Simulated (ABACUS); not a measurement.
# MnO (Fm-3m) in ABACUS: a series of runs

Runs on MnO. Level: r2SCAN. Tasks: single point, relaxation of cell and atoms.

Program: ABACUS 3.10.1. These are calculated values, not measurements. Logs are shortened: lines on timing, memory, paths and dates and some standing lists are left out, and cuts for length are marked.

## 1. Starting point

Symmetry: Fm-3m, No. 225, cubic system. Conventional cell: a = 4.448 Å, b = 4.448 Å, c = 4.448 Å, α = 90.00°, β = 90.00°, γ = 90.00°. Mn (site symmetry m-3m) is surrounded by 6 O at 2.22 Å. O (site symmetry m-3m) has 6 Mn at 2.22 Å as nearest neighbours.

The cell is a database's computed one.

## 2. Single point, r2SCAN, collinear spin, ferromagnetic start

Input file run_abacus.py:

```python
"""ABACUS run from a structure file: ASE reads it, the script writes STRU, KPT and INPUT."""
import re
import subprocess
from ase.io import read
from ase.units import Bohr

atoms = read("POSCAR")
atoms = atoms[(-atoms.numbers).argsort(kind="stable")]  # ABACUS lists atoms element by element
pseudo = {'Mn': 'Mn_ONCV_PBE-1.2.upf', 'O': 'O_ONCV_PBE-1.2.upf'}
orbital = {}
magmoms = [4.0, 0.0]
kmesh = [6, 6, 6]
params = {
    'suffix': 'MnO',
    'calculation': 'scf',
    'basis_type': 'pw',
    'pseudo_dir': './',
    'symmetry': 1,
    'dft_functional': 'MGGA_X_R2SCAN+MGGA_C_R2SCAN',
    'ecutwfc': 112,
    'pseudo_rcut': 10,
    'nspin': 2,
    'nbands': 23,
    'ks_solver': 'dav',
    'smearing_method': 'fd',
    'smearing_sigma': 0.00367493,
    'scf_thr': 1e-08,
    'scf_nmax': 100,
    'mixing_type': 'broyden',
    'mixing_beta': 0.4,
    'cal_force': 1,
    'cal_stress': 1,
    'mixing_tau': 1,
    'out_chg': 1,
    'out_pot': 2,
    'out_elf': 1,
}

symbols = atoms.get_chemical_symbols()
elements = list(dict.fromkeys(symbols))
lines = ["ATOMIC_SPECIES"] + [f"{e} {atoms.get_masses()[symbols.index(e)]:.4f} {pseudo[e]}" for e in elements]
if orbital:
    lines += ["", "NUMERICAL_ORBITAL"] + [orbital[e] for e in elements]
lines += ["", "LATTICE_CONSTANT", f"{1 / Bohr:.10f}", "", "LATTICE_VECTORS"]
lines += [" ".join(f"{x:.10f}" for x in v) for v in atoms.cell]
lines += ["", "ATOMIC_POSITIONS", "Direct"]
for e in elements:
    lines += ["", e, "0.0", str(symbols.count(e))]
    for i, p in enumerate(atoms.get_scaled_positions(wrap=False)):
        if symbols[i] == e:
            mag = "" if magmoms is None else " mag " + " ".join(str(x) for x in (magmoms[i] if isinstance(magmoms[i], list) else [magmoms[i]]))
            lines.append(" ".join(f"{x:.10f}" for x in p) + " 1 1 1" + mag)
open("STRU", "w").write("\n".join(lines) + "\n")
open("KPT", "w").write("K_POINTS\n0\nGamma\n%d %d %d 0 0 0\n" % tuple(kmesh))
open("INPUT", "w").write("INPUT_PARAMETERS\n" + "".join(f"{k:<20s}{v}\n" for k, v in params.items()))

done = subprocess.run(['mpirun', '-np', '4', 'abacus'])
if done.returncode:
    raise SystemExit(done.returncode)
log = open("OUT.MnO/running_scf.log").read()
print("final energy (eV):", re.findall(r"FINAL_ETOT_IS (\S+)", log))
```

Input file POSCAR:

```
MnO
1.0
    0.0000000000      2.2239077028      2.2239077028
    2.2239077028      0.0000000000      2.2239077028
    2.2239077028      2.2239077028      0.0000000000
Mn O
1 1
Direct
    0.0000000000      0.0000000000      0.0000000000
    0.5000000000      0.5000000000      0.5000000000
```

Potentials or basis: SG15 ONCV 1.2 PBE, plane waves.

Started as:

```sh
$ OMP_NUM_THREADS=1 python run_abacus.py > log
```

running log:

```text
ABACUS v3.10.1

               Atomic-orbital Based Ab-initio Computation at UStc

 ------------------------------------------------------------------------------------

 READING GENERAL INFORMATION
                           global_out_dir = OUT.MnO/
                           global_in_card = INPUT
                               pseudo_dir = ./
                              orbital_dir =
                                    DSIZE = 4
                                    GSIZE = 1
[... 5 lines left out ...]

 READING ATOM TYPE 1
                               atom label = Mn
                      L=0, number of zeta = 1
                      L=1, number of zeta = 1
                      L=2, number of zeta = 1
             number of atom for this type = 1
               magnetization of element 1 = 4

 READING ATOM TYPE 2
                               atom label = O
                      L=0, number of zeta = 1
                      L=1, number of zeta = 1
                      L=2, number of zeta = 1
             number of atom for this type = 1
               magnetization of element 2 = 0

                        TOTAL ATOM NUMBER = 2
DIRECT COORDINATES
    atom                   x                   y                   z     mag                  vx                  vy                  vz
taud_Mn1            0.0000000000        0.0000000000        0.0000000000  4.0000        0.0000000000        0.0000000000        0.0000000000
taud_O1            0.5000000000        0.5000000000        0.5000000000  0.0000        0.0000000000        0.0000000000        0.0000000000

                          Volume (Bohr^3) = 148.449
                             Volume (A^3) = 21.9978

 Lattice vectors: (Cartesian coordinate: in unit of a_0)
                   +0            +2.22391            +2.22391
             +2.22391                  +0            +2.22391
             +2.22391            +2.22391                  +0
 Reciprocal vectors: (Cartesian coordinate: in unit of 2 pi/a_0)
            -0.224829           +0.224829           +0.224829
            +0.224829           -0.224829           +0.224829
            +0.224829           +0.224829           -0.224829
 The esolver type has been set to : ksdft_pw

                PAO radial cut off (Bohr) = 10

 Read in pseudopotential file is Mn_ONCV_PBE-1.2.upf
                     pseudopotential type = NC
          exchange-correlation functional = PBE
                 nonlocal core correction = 0
                        valence electrons = 15
                                     lmax = 2
                           number of zeta = 0
                     number of projectors = 6
                           L of projector = 0
                           L of projector = 0
                           L of projector = 1
                           L of projector = 1
                           L of projector = 2
                           L of projector = 2
 XC functional updated to : MGGA_X_R2SCAN+MGGA_C_R2SCAN
          exchange-correlation functional = MGGA_X_R2SCAN+MGGA_C_R2SCAN
                PAO radial cut off (Bohr) = 10

 Read in pseudopotential file is O_ONCV_PBE-1.2.upf
                     pseudopotential type = NC
          exchange-correlation functional = PBE
                 nonlocal core correction = 0
                        valence electrons = 6
                                     lmax = 1
                           number of zeta = 0
                     number of projectors = 4
                           L of projector = 0
                           L of projector = 0
                           L of projector = 1
                           L of projector = 1
 XC functional updated to : MGGA_X_R2SCAN+MGGA_C_R2SCAN
          exchange-correlation functional = MGGA_X_R2SCAN+MGGA_C_R2SCAN
     initial pseudo atomic orbital number = 0
 The readin total magnetization is 4

 SETUP THE ELECTRONS NUMBER
            electron number of element Mn = 15
      total electron number of element Mn = 15
             electron number of element O = 6
       total electron number of element O = 6
            AUTOSET number of electrons:  = 21
                           occupied bands = 11
                                   NBANDS = 23
                                   NLOCAL = 18

%%%%%%%%%%%%%%%%%%%%%%%%%%%%%%%%%%%%%%%%%%%%%%%%%%%%%%%%%%%%%%%%%%%%%%%%%%%%%%%%%%%%%%%%%%%%%%%%%%%%%%%%%%
 Warning: the number of valence electrons in pseudopotential > 7 for Mn: [Ar] 3d5 4s2
 Pseudopotentials with additional electrons can yield (more) accurate outcomes, but may be less efficient.
 If you're confident that your chosen pseudopotential is appropriate, you can safely ignore this warning.
%%%%%%%%%%%%%%%%%%%%%%%%%%%%%%%%%%%%%%%%%%%%%%%%%%%%%%%%%%%%%%%%%%%%%%%%%%%%%%%%%%%%%%%%%%%%%%%%%%%%%%%%%%

 SETUP THE PLANE WAVE BASIS
 energy cutoff for charge/potential (unit:Ry) = 448
            fft grid for charge/potential = [ 45, 45, 45 ]
                        fft grid division = [ 1, 1, 1 ]
        big fft grid for charge/potential = [ 45, 45, 45 ]
                                     nbxx = 24300
                                     nrxx = 24300

 SETUP PLANE WAVES FOR CHARGE/POTENTIAL
                    number of plane waves = 23589
                         number of sticks = 1075

 PARALLEL PW FOR CHARGE/POTENTIAL
     PROC   COLUMNS(POT)             PW
        1            269           5897
        2            269           5897
        3            268           5899
        4            269           5896
 --------------- sum -------------------
        4           1075          23589
                            number of |g| = 266
                                  max |g| = 40.4386
                                  min |g| = 0.151645

----------- Double Check Mixing Parameters Begin ------------
mixing_type: broyden
mixing_beta: 0.4
mixing_gg0: 1
mixing_gg0_min: 0.1
mixing_beta_mag: 1.6
mixing_gg0_mag: 0
mixing_ndim: 8
----------- Double Check Mixing Parameters End ------------

 LATTICE VECTORS: (CARTESIAN COORDINATE: IN UNIT OF A0)
                   +0            +2.22391            +2.22391
             +2.22391                  +0            +2.22391
             +2.22391            +2.22391                  +0
                       right hand lattice = 1
                                   NORM_A = 3.14508
                                   NORM_B = 3.14508
                                   NORM_C = 3.14508
                           ALPHA (DEGREE) = 60
                           BETA  (DEGREE) = 60
[... 8 lines left out ...]
                                    IBRAV = 3
                                  BRAVAIS = FACE CENTERED CUBIC
                       LATTICE CONSTANT A = 4.44782
Original cell was already a primitive cell.
                        ROTATION MATRICES = 48
              PURE POINT GROUP OPERATIONS = 48
                   SPACE GROUP OPERATIONS = 48
                              POINT GROUP = O_h
               POINT GROUP IN SPACE GROUP = O_h

 SETUP K-POINTS
                                    nspin = 2
                   Input type of k points = Monkhorst-Pack(Gamma)
                                   nkstot = 216
                       right hand lattice = 1
(for reciprocal lattice: )
[... 8 lines left out ...]
                       right hand lattice = 1
                        ROTATION MATRICES = 48
                               nkstot_ibz = 16
K-POINTS REDUCTION ACCORDING TO SYMMETRY
     IBZ    DIRECT_X    DIRECT_Y    DIRECT_Z  WEIGHT  ibz2bz
       1  0.00000000  0.00000000  0.00000000  0.0046       0
       2  0.16666667  0.16666667  0.16666667  0.0370       1
       3  0.33333333  0.33333333  0.33333333  0.0370       2
       4  0.50000000  0.50000000  0.50000000  0.0185       3
       5  0.16666667  0.16666667  0.00000000  0.0278       7
       6  0.33333333  0.33333333  0.16666667  0.1111       8
[... 8 lines left out ...]
      15  0.50000000  0.33333333 -0.33333333  0.1111      52
      16  0.50000000  0.33333333 -0.16666667  0.0556      58

                               nkstot now = 16
[... K-POINTS DIRECT COORDINATES: 16 rows ...]

           k-point number in this process = 16
       minimum distributed K point number = 16
[... stars of the k points ...]
                             nks(nspin=2) = 32
                          nkstot(nspin=2) = 32

[... K-POINTS CARTESIAN COORDINATES: 32 rows ...]

[... K-POINTS DIRECT COORDINATES: 32 rows ...]

 SETUP PLANE WAVES FOR WAVE FUNCTIONS
     energy cutoff for wavefunc (unit:Ry) = 112
              fft grid for wave functions = [ 45, 45, 45 ]
                    number of plane waves = 3839
                         number of sticks = 313

 PARALLEL PW FOR WAVE FUNCTIONS
     PROC   COLUMNS(POT)             PW
        1             78            959
        2             78            959
        3             79            963
        4             78            958
 --------------- sum -------------------
        4            313           3839

 SETUP NONLOCAL PSEUDOPOTENTIALS IN PLANE WAVE BASIS
 Mn non-local projectors:
 projector 1 L=0
 projector 2 L=0
 projector 3 L=1
 projector 4 L=1
 projector 5 L=2
 projector 6 L=2
 O non-local projectors:
 projector 1 L=0
 projector 2 L=0
 projector 3 L=1
 projector 4 L=1
      TOTAL NUMBER OF NONLOCAL PROJECTORS = 26

 Init Non-Local PseudoPotential table :
 Init Non-Local-Pseudopotential done.

                                     npwx = 760

 -------------------------------------------
 SELF-CONSISTENT
 -------------------------------------------
                                 init_chg = atomic

 PW ALGORITHM --------------- ION=   1  ELEC=   1--------------------------------
          total magnetism (Bohr mag/cell) = 4.94894
       absolute magnetism (Bohr mag/cell) = 4.94894
                        nelec for spin up = 12.9745
                      nelec for spin down = 8.02553
[... 161 lines left out ...]
 Density error is 9.72167658146e-10
                          Error Threshold = 8.98344345368e-11
----------------------------------------------------------
     Energy           Rydberg                 eV
----------------------------------------------------------
 E_KohnSham     -231.1985096070      -3145.6170997628
 E_KS(sigma->0) -231.1984800654      -3145.6166978283
 E_Harris       -231.1985883026      -3145.6181704720
 E_band         -19.4608348923       -264.7782423728
 E_one_elec     -92.9099807499       -1264.1051392691
 E_Hartree      56.8753370359        773.8286593586
 E_xc           -29.4558268587       -400.7670845801
 E_Ewald        -165.7079799510      -2254.5727314032
 E_entropy(-TS) -0.0000590833        -0.0008038690
 E_descf        0.0000000000         0.0000000000
 E_exx          0.0000000000         0.0000000000
 E_Fermi        0.9925919517         13.5049063320
----------------------------------------------------------

 charge density convergence is achieved
 final etot is -3145.6170998 eV
 EFERMI = 13.504906332 eV
The vacuum level is 9.7937679064 eV

 STATE ENERGY(eV) AND OCCUPATIONS    NSPIN == 2
SPIN UP :
 1/16 kpoint (Cartesian) = 0.0000 0.0000 0.0000 (745 pws)
       1       -70.7404     0.00462963
       2       -39.3221     0.00462963
       3       -39.3221     0.00462963
       4       -39.3221     0.00462963
       5       -7.77132     0.00462963
       6        9.63417     0.00462963
[... 140 lines left out ...]
      22        41.1039        0.00000
      23        41.1820        0.00000

[... levels at 26 further k points ...]

------------------------------------------------------------------------------------------
 TOTAL-FORCE (eV/Angstrom)
------------------------------------------------------------------------------------------
                       Mn1         0.0000000000         0.0000000000         0.0000000000
                        O1         0.0000000000         0.0000000000         0.0000000000
------------------------------------------------------------------------------------------

----------------------------------------------------------------
 TOTAL-STRESS (KBAR)
----------------------------------------------------------------
         1.5146979192        -0.0000000000        -0.0000000000
         0.0000000000         1.5146979192        -0.0000000000
         0.0000000000        -0.0000000000         1.5146979192
----------------------------------------------------------------
 TOTAL-PRESSURE: 1.514698 KBAR

 --------------------------------------------
 !FINAL_ETOT_IS -3145.6170997628241821 eV
 --------------------------------------------
```

Run time: 62 s. Hardware: 4 MPI ranks of Intel Xeon Platinum 8488C (Sapphire Rapids), shared host; peak memory 0.36 GiB.

What came out:

```yaml
Free_energy: -3145.6171 eV
Pressure: 0.2 GPa
Band_gap_on_the_k_mesh: 0.15 eV, indirect (least direct gap 3.05 eV)
Net_moment: 5.00 μB per cell
Absolute_moment: 5.00 μB per cell
```

Caveat: the potentials were made for another functional, which shifts forces and pressure; a cell with one magnetic atom can't hold antiferromagnetic order, which such compounds often take.

(Part 1 of 2 ends here.)
